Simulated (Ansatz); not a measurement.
**WC: straining the crystal, biaxial strain in the a-b plane**

The task here is to estimate one member of a computed series from the others.

Computed with Ansatz 0.2.0 (DFT r2SCAN, scalar-relativistic, plane waves, PAW, unless a step's input says otherwise).

2 further runs of the same task are left out: 2 set aside as unsound or not needed.

## The starting structure

It takes space group P-6m2 (No. 187, hexagonal). Conventional cell: a = 2.912 Å, b = 2.912 Å, c = 2.836 Å, α = 90.00°, β = 90.00°, γ = 120.00°. Around W (site symmetry -6m2) lie 6 C at 2.20 Å. Around C (site symmetry -6m2) lie 6 W at 2.20 Å.

Coordinates:

```
W C
1.0
     2.91210    0.00000    0.00000
    -1.45605    2.52195    0.00000
     0.00000    0.00000    2.83619
W C
1 1
Direct
  0.00000 0.00000 0.00000
  0.66667 0.33333 0.50000
```

It goes back to an entry of the Materials Project.

It is the result of an earlier relaxation at this level (volume 10.41 Å³/atom; gap on the mesh: none (metal)).

The unstrained cell was computed beforehand with the same settings: E(σ→0) = -10649.3229 eV for 2 atoms, gap none (metal).

The first run:

File input.yaml:

```yaml
crystal:
  lattice:
    - [2.8684144598, 0.0, 0.0]
    - [-1.4342072299, 2.4841197907, 0.0]
    - [0.0, 0.0, 2.8617166914]
  atoms:
    - { symbol: W, position: [0.0, 0.0, 0.0] }
    - { symbol: C, position: [0.6666666667, 0.3333333333, 0.5] }
basis:
  ecutwfc: 500
kpoints:
  mp_grid: { grid: [24, 24, 18] }
hamiltonian:
  xc: r2scan
scf:
  occupations: { method: gaussian, width: 0.1 }
output:
  forces: true
  stress: true
  eigenvalues: true
relax:
  adjacent_minimum: "off"
  f_tol: 0.008
  max_steps: 40
  cell: { stress_tol: 0.015, fix: [a, b, gamma] }
```

The run is started by

```bash
$ ansatz run input.yaml --threads 1 --pin off --max-ram 2560MiB --backend cpu --events-out ev --progress --plain --runs-dir out
```

Steps of the session up to this table: Strain -1.5 %; Strain +1.5 %; At -3.0 %; Strain +3.0 %; At -4.5 %; Strain +4.5 %.

One of the session's tables, all rows but one given; the rest of the session is left out.

Lengths are those of the vectors of the cell that was run; stresses in GPa:

```
strain (%)  ΔE (meV/atom)  a (Å)  b (Å)  c (Å)
      -4.5          135.0  2.781  2.781  2.886
      -3.0           57.9  2.825  2.825  2.868
      -1.5           14.0  2.868  2.868  2.851
      +0.0            0.0  2.912  2.912  2.836
      +1.5              ?      ?      ?      ?
      +3.0           49.2  2.999  2.999  2.808
      +4.5          107.1  3.043  3.043  2.796
```

Q: Estimate the row for strain (%) = +1.5 from the others.

Worked estimate for «ΔE (meV/atom)». A straight line through the neighbours (0.0, 0.0) and (3.0, 49.2) gives 0.0 + (49.2 − 0.0) × (1.5 − 0.0) / (3.0 − 0.0) = 24.6; a parabola fitted to 4 rows on both sides gives 12.6.

The run gave: ΔE (meV/atom): 12.6; a (Å): 2.956; b (Å): 2.956; c (Å): 2.821. In «ΔE (meV/atom)» the line misses by +12.0 and the parabola by 0.0.

ΔE is over the unstrained cell. Stress in GPa, positive in compression, on the Cartesian axes of the input. 
